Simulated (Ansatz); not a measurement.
# C3H9N: the cost of one run

All numbers are computed with Ansatz 0.2.0 through its Python package. The levels of theory stand in the script.

### Step 1. The system

Bond lengths: C1–C2 1.561 Å, C2–C3 1.556 Å, C3–N4 1.469 Å, C1–H5 1.079 Å, C1–H6 1.083 Å, C1–H7 1.104 Å, C2–H8 1.110 Å, C2–H9 1.098 Å, C3–H10 1.046 Å, C3–H11 1.110 Å, N4–H12 1.021 Å, N4–H13 1.039 Å. Angles (14 of 21 angles, heavy atoms first): C1–C2–C3 111.8°, C2–C3–N4 113.5°, C1–C2–H8 107.8°, C1–C2–H9 110.3°, C3–C2–H8 111.5°, C3–C2–H9 108.3°, C2–C1–H5 109.9°, C2–C1–H6 109.4°, C2–C1–H7 112.2°, C2–C3–H10 113.0°, C2–C3–H11 106.3°, N4–C3–H10 108.3°, N4–C3–H11 107.3°, C3–N4–H12 108.0°.

The script holds or builds the structure itself.

### Step 2. The script

disp.py

```python
# -*- coding: utf-8 -*-
'''Size of D3 and D4 in C3H9N.'''

import warnings

import ansatz as az
from rdkit import Chem
from rdkit.Chem import AllChem

config = {
    'basis_set': 'def2-SVP',
}

warnings.simplefilter('ignore', az.DeckWarning)

# start geometry from RDKit
rd = Chem.AddHs(Chem.MolFromSmiles('CCCN'))
AllChem.EmbedMolecule(rd, randomSeed=228)
AllChem.UFFOptimizeMolecule(rd)
system = az.Crystal.molecule()
for atom, xyz in zip(rd.GetAtoms(), rd.GetConformer().GetPositions()):
    system = system.atom(atom.GetSymbol(), xyz.round(5).tolist())

calc = system.calculation().basis(gaussian=config['basis_set'])
for name in ['pbe0', 'b3lyp']:
    for correction in ('d3bj', 'd4'):
        report = calc.functional(name, dispersion=correction).run().report
        print(f'{name:8s} {correction:5s} total {report["free_energy_ev"]:.5f} eV, of which dispersion {1000 * report["dispersion"]["energy"]["ev"]:.2f} meV')
```

### Step 3. What the engine is handed

The engine receives this input (first run):

```yaml
crystal:
  periodic: [false, false, false]
  atoms:
    - { symbol: C, position_ang: [1.67142, -0.38093, -0.04193] }
    - { symbol: C, position_ang: [0.372, 0.34183, 0.3003] }
    - { symbol: C, position_ang: [-0.8328, -0.33968, -0.3634] }
    - { symbol: "N", position_ang: [-2.07898, 0.3503, -0.03749] }
    - { symbol: H, position_ang: [2.52355, 0.13305, 0.45069] }
    - { symbol: H, position_ang: [1.83913, -0.37392, -1.14007] }
    - { symbol: H, position_ang: [1.63464, -1.43155, 0.31716] }
    - { symbol: H, position_ang: [0.44368, 1.39556, -0.04655] }
    - { symbol: H, position_ang: [0.24011, 0.34271, 1.4041] }
    - { symbol: H, position_ang: [-0.70095, -0.34431, -1.46744] }
    - { symbol: H, position_ang: [-0.90406, -1.39483, -0.02002] }
    - { symbol: H, position_ang: [-2.00854, 1.34392, -0.35699] }
    - { symbol: H, position_ang: [-2.19919, 0.35784, 1.00164] }
basis:
  gaussian:
    orbitals: def2-SVP
hamiltonian:
  xc: pbe0
  dispersion: d3bj
```

### Step 4. Launch

The run is started by

```sh
> python disp.py
```

**Question.** How long does this script take on 1 thread of Arm Neoverse V2, shared host, and how much memory does it need?

About 9.3 s, with a peak of 0.29 GiB.
